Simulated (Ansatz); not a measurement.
**AlN: from supercell energies to defect levels (Al interstitial)**

These are results of DFT PBE, scalar-relativistic, plane waves, PAW (Ansatz 0.2.0), not measurements. Run with 420 eV cutoff, 2×2×2 k-mesh, shifted by half a step, Gaussian smearing of 0.01 eV, collinear spin in charge 0, +2 alone.

Host crystal, relaxed:

```cif
data_structure
_symmetry_space_group_name_H-M 'P 1'
_symmetry_Int_Tables_number 1
_cell_length_a 3.1302
_cell_length_b 3.1302
_cell_length_c 5.0180
_cell_angle_alpha 90.000
_cell_angle_beta 90.000
_cell_angle_gamma 120.000
_cell_volume 42.58
loop_
_atom_site_label
_atom_site_type_symbol
_atom_site_fract_x
_atom_site_fract_y
_atom_site_fract_z
_atom_site_occupancy
Al1 Al 0.66667 0.33333 0.49923 1
Al2 Al 0.33333 0.66667 0.99923 1
N1 N 0.66667 0.33333 0.88077 1
N2 N 0.33333 0.66667 0.38077 1
```

The Al interstitial was set at (0.000, 0.000, 0.208) of the host cell, in a supercell of 48 sites (511 Å³), relaxed at fixed cell in each charge q. The host's Kohn–Sham gap is 4.03 eV and its static dielectric constant 8.8 (mean). For each charge: the supercell's free energy over the neutral one with q electrons exchanged at the valence band top, F(q) − F(0) + qE_v; the image-charge term; and the term that aligns the potential far from the defect with the host's.

```csv
q,F(q) − F(0) + qE_v (eV),image charge (eV),alignment (eV)
+3,-13.330,2.620,0.662
+2,-8.857,1.164,0.494
+1,-5.131,0.291,0.274
0,0.000,0.000,0.000
```

Task: Add the terms and find the levels between neighbouring charges, ε(q/q′) = [A(q′) − A(q)]/(q − q′), with and without the two corrections.

Result: A(q): -10.049 eV for +3, -7.198 eV for +2, -4.567 eV for +1, 0.000 eV for 0.
| level | corrected (eV over E_v) | uncorrected (eV) |
| --- | --- | --- |
| (+3/+2) | 2.85 | 4.47 |
| (+2/+1) | 2.63 | 3.73 |
| (+1/0) | 4.57 | 5.13 |

As a check, a point charge in a simple cubic cell of this volume has q²αe²/(2εL) = 0.290 q² eV (e² = 14.40 eV Å, α = 2.837, L = 7.99 Å); the shape of the real cell and the anisotropy of ε can change it somewhat. The term grows as q², so it pushes donor levels down and acceptor levels up. The program doubts the alignment for q = +1, so levels beside it are uncertain by about that term.

Task: Which of these charges is lowest with the Fermi level at the valence band top, at mid-gap and at the conduction band bottom?

Result: The line A(q) + qE_F that lies lowest gives the charge: +3 at E_F = 0.00 eV, +3 at E_F = 2.02 eV, +1 at E_F = 4.03 eV. The level (+3/+2) lies above (+2/+1), so charge +2 is never the lowest: a negative-U pattern, with a direct (+3/+1) level at 2.74 eV. (+1/0) falls outside this Kohn–Sham gap, so the change of charge isn't reached within it; the real gap is usually wider and may hold a localised level, while a level that comes from a carrier in the host's bands only marks the band edge and moves with it. Charges beyond those computed could lie lower near the band edges.

Task: The neutral defect forms at 10.10 eV with atoms taken from and returned to the elements. What are the formation energies at those three Fermi levels, and what share of sites would hold the defect at 1200 K with E_F at mid-gap, if the host still stood at that temperature?

Result: E_f = E_f(0) + A(q) + qE_F = 0.05, 6.10, 9.56 eV. In the dilute limit the share is exp(−E_f/k_BT) = exp(−6.097/0.1034) = 2.5×10⁻²⁶, leaving out degeneracy and vibrational entropy. This is the Al-rich limit; a poorer supply of Al, or a competing compound of it, raises E_f. The small cell and the narrow Kohn–Sham gap leave errors of tenths of an eV or more, which change the share by orders of magnitude.